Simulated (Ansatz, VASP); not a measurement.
## HfO2 in VASP and in Ansatz

Contents of INCAR:

```
PREC     = Accurate       # precision mode
ENCUT    = 520            # plane-wave cutoff, eV
EDIFF    = 1E-6           # SCF threshold, eV
ISMEAR   = -1             # smearing method
SIGMA    = 0.05           # smearing width, eV
LREAL    = F              # projectors in reciprocal space
LASPH    = T              # aspherical terms in the spheres
NELM     = 80             # most SCF steps
ALGO     = Normal         # electronic algorithm
ISIF     = 2              # what is computed and relaxed
LWAVE    = F              # write WAVECAR
LCHARG   = F              # write CHGCAR
GGA      = PS             # functional
NBANDS   = 18             # bands
```

File KPOINTS:

```
Automatic mesh
0
Gamma
  9 9 9
```

POSCAR

```
HfO2
1.0
    0.0000000000      2.5744375797      2.5744375797
    2.5744375797      0.0000000000      2.5744375797
    2.5744375797      2.5744375797      0.0000000000
Hf O
1 2
Direct
    0.0000000000      0.0000000000      0.0000000000
    0.7500000000      0.7500000000      0.7500000000
    0.2500000000      0.2500000000      0.2500000000
```

input.yaml

```yaml
crystal:
  lattice:
    - [0.0, 2.5744375797, 2.5744375797]
    - [2.5744375797, 0.0, 2.5744375797]
    - [2.5744375797, 2.5744375797, 0.0]
  atoms:
    - { symbol: Hf, position: [0.0, 0.0, 0.0] }
    - { symbol: O, position: [0.75, 0.75, 0.75] }
    - { symbol: O, position: [0.25, 0.25, 0.25] }
kpoints:
  mp_grid: { grid: [9, 9, 9] }
scf:
  occupations: { method: fermi_dirac, width: 0.05 }
hamiltonian:
  xc: pbesol
  pseudopotentials: { kind: all_electron, lapw: { basis_error: 0.002 } }
output:
  forces: true
  stress: true
  eigenvalues: true
```

Change from the starting cell: volume scaled by 1.02.

Alike in both runs: task single point; functional PBEsol; k mesh 9 × 9 × 9; occupations fermi-dirac, width 0.05 eV; no spin polarisation.

|  | VASP | Ansatz |
| --- | --- | --- |
| version | VASP 6.6.1 | Ansatz 0.2.0 |
| potentials or method | VASP PAW PBE potentials, release 64 (Hf_pv, O) | all-electron LAPW, scalar-relativistic |
| plane-wave cutoff (eV) | 520 | see its input |

Ansatz gave:

| Property | Result |
| --- | --- |
| gap on the k mesh at the Fermi level (eV) | 3.64 |
| least direct gap on the mesh (eV) | 3.76 |
| pressure (GPa) | -14.4 |

Q: Estimate VASP's values.

A: gap on the k mesh at the Fermi level (eV): 3.66; least direct gap on the mesh (eV): 3.77; pressure (GPa): -17.6.

Ansatz ran all-electron here, so the differences hold the error of VASP's frozen core and of both bases.

Caveats: spin-orbit coupling is left out, which moves the levels of the heavy elements; an odd mesh through Γ misses points on the zone boundary, where band edges often lie; so large a pressure means that the cell lies far from this level's equilibrium, or that cutoff or potentials fall short (VASP); the potentials were made for another functional, which shifts forces and pressure (VASP).
